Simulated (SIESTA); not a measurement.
The system is CdF2.

```
Cd F
1.0
     0.00000    2.69400    2.69400
     2.69400    0.00000    2.69400
     2.69400    2.69400    0.00000
Cd F
1 2
Direct
  0.00000 0.00000 0.00000
  0.75000 0.75000 0.75000
  0.25000 0.25000 0.25000
```

Base run:

```yaml
Program: SIESTA 5.4.2
Functional: PBE
Potentials_or_basis: PseudoDojo 0.4 standard (PBE files)
Basis: DZP (energy shift 0.003 Ry; two zetas on semicore shells)
Grid_cutoff: 800 Ry
Energy_shift: 0.003 Ry
k_mesh: 9 × 9 × 9
Occupations: fermi-dirac, width 0.05 eV
Spin: no spin polarisation
```

Its results: band gap on the k mesh 3.15 eV, indirect (least direct gap 3.63 eV); pressure 5.7 GPa.

Question: The run is repeated on the same cell with these changes: functional from PBE to PBEsol; potentials or basis from PseudoDojo 0.4 standard (PBE files) to PseudoDojo 0.4 standard (PBEsol files). What comes out?

Answer: Band gap on the k mesh 2.99 eV, indirect (least direct gap 3.47 eV); pressure 0.0 GPa.

Caveats: the basis of atomic orbitals isn't converged, which shifts pressures, moduli and gaps; the basis holds too few empty states to meet the f-sum rule, so the spectrum is short of weight at high energy (some runs); an odd mesh through Γ misses points on the zone boundary, where band edges often lie (some runs).
